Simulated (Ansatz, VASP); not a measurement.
# Al2O3 in VASP and in Ansatz

File INCAR:

```
SYSTEM = Al2O3
ALGO = Normal
EDIFF = 1E-6
ENCUT = 520
GGA = PS
ISIF = 2
ISMEAR = 0
LASPH = .True.
LCHARG = .False.
LREAL = .False.
LWAVE = .False.
NBANDS = 20
NELM = 60
PREC = Accurate
SIGMA = 0.05
```

KPOINTS

```
k-points
0
Gamma
  9 9 4
  0 0 0
```

The input POSCAR:

```
Al2O3
1.0
    2.7977951999      0.0000000000      0.0000000000
   -1.3988976000      2.4229617176      0.0000000000
    0.0000000000      0.0000000000      9.1967031431
Al O
2 3
Direct
    0.0000000000      0.0000000000      0.1499923300
    0.0000000000      0.0000000000      0.8500076700
    0.3333333333      0.6666666667      0.2223169200
    0.6666666667      0.3333333333      0.0000000000
    0.3333333333      0.6666666667      0.7776830800
```

Input for Ansatz:

```yaml
crystal:
  lattice:
    - [2.7977951999, 0.0, 0.0]
    - [-1.3988976, 2.4229617176, 0.0]
    - [0.0, 0.0, 9.1967031431]
  atoms:
    - { symbol: Al, position: [0.0, 0.0, 0.14999233] }
    - { symbol: Al, position: [0.0, 0.0, 0.85000767] }
    - { symbol: O, position: [0.3333333333, 0.6666666667, 0.22231692] }
    - { symbol: O, position: [0.6666666667, 0.3333333333, 0.0] }
    - { symbol: O, position: [0.3333333333, 0.6666666667, 0.77768308] }
basis:
  ecutwfc: 420
kpoints:
  mp_grid: { grid: [9, 9, 4] }
hamiltonian:
  xc: pbesol
scf:
  occupations: { method: gaussian, width: 0.05 }
output:
  forces: true
  stress: true
  eigenvalues: true
```

Change from the starting cell: strain -0.030 along x and y, -0.015 along z, atoms carried along.

Alike in both runs: task single point; functional PBEsol; k mesh 9 × 9 × 4; occupations gaussian, width 0.05 eV; no spin polarisation.

|  | VASP | Ansatz |
| --- | --- | --- |
| version | VASP 6.6.1 | Ansatz 0.2.0 |
| potentials or method | VASP PAW PBE potentials, release 64 (Al, O) | scalar-relativistic, plane waves, PAW |
| plane-wave cutoff (eV) | 520 | 420 |
| valence electrons in the cell | 24 | 24 |

```csv
,VASP,Ansatz,Ansatz less VASP
gap on the k mesh at the Fermi level (eV),5.55,5.57,+0.014
least direct gap on the mesh (eV),5.86,5.87,+0.009
pressure (GPa),10.4,10.0,-0.39
largest component of the traceless stress (GPa),6.40,5.94,-0.458
rms of the force components (eV/Å),0.383,0.390,+0.0066
```

Atom by atom the forces differ by 0.009 eV/Å (rms over components).

Caveats: the PAW data sets were made with another functional, which shifts forces and pressure a little (VASP); an odd mesh through Γ misses points on the zone boundary, where band edges often lie.
